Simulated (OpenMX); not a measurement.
A run of OpenMX 3.8.5 is set up as follows.

V.dat

```
System.CurrrentDirectory             ./
System.Name                          V
DATA.PATH                            ./DFT_DATA13
level.of.stdout                      1
level.of.fileout                     1
Species.Number                       1
<Definition.of.Atomic.Species
  V   V6.0-s3p2d2            V_PBE13
Definition.of.Atomic.Species>

Atoms.Number                         2
Atoms.SpeciesAndCoordinates.Unit     FRAC
<Atoms.SpeciesAndCoordinates
    1  V     0.3333333333    0.6666666667    0.2500000000   6.500  6.500
    2  V     0.6666666667    0.3333333333    0.7500000000   6.500  6.500
Atoms.SpeciesAndCoordinates>

Atoms.UnitVectors.Unit               Ang
<Atoms.UnitVectors
     2.6042941027    0.0000000000    0.0000000000
    -1.3021470513    2.2553848518    0.0000000000
     0.0000000000    0.0000000000    4.7233360000
Atoms.UnitVectors>

scf.XcType                           GGA-PBE
scf.SpinPolarization                 off
scf.ElectronicTemperature            580.226
scf.energycutoff                     400.0
scf.maxIter                          100
scf.EigenvalueSolver                 band
scf.Kgrid                            7 7 5
scf.Mixing.Type                      rmm-diisk
scf.Init.Mixing.Weight               0.05
scf.Min.Mixing.Weight                0.001
scf.Max.Mixing.Weight                0.3
scf.Mixing.History                   25
scf.Mixing.StartPulay                8
scf.criterion                        1.0e-8
scf.stress.tensor                    on
MD.Type                              nomd
```

Potentials or basis: OpenMX 2013 PBE set, V6.0-s3p2d2, grid cutoff 400 Ry.

The run is started by

```sh
$ openmx V.dat -nt 1 > V.std
```

Task: Estimate the largest force.

Result: 0.006 eV/Å.

Task: What does it give for the pressure?

Result: -0.2 GPa.

Task: Predict the band gap on the k mesh.

Result: None (metal or under the smearing width).

Forces in eV/Å, atoms in the order of the input:
```
V   -0.001  0.006  0.000
V    0.001 -0.006  0.000
```

Caveat: the k mesh is coarse (spacing up to 0.40 Å⁻¹), so the values aren't converged; the basis of atomic orbitals isn't converged, which shifts pressures, moduli and gaps.
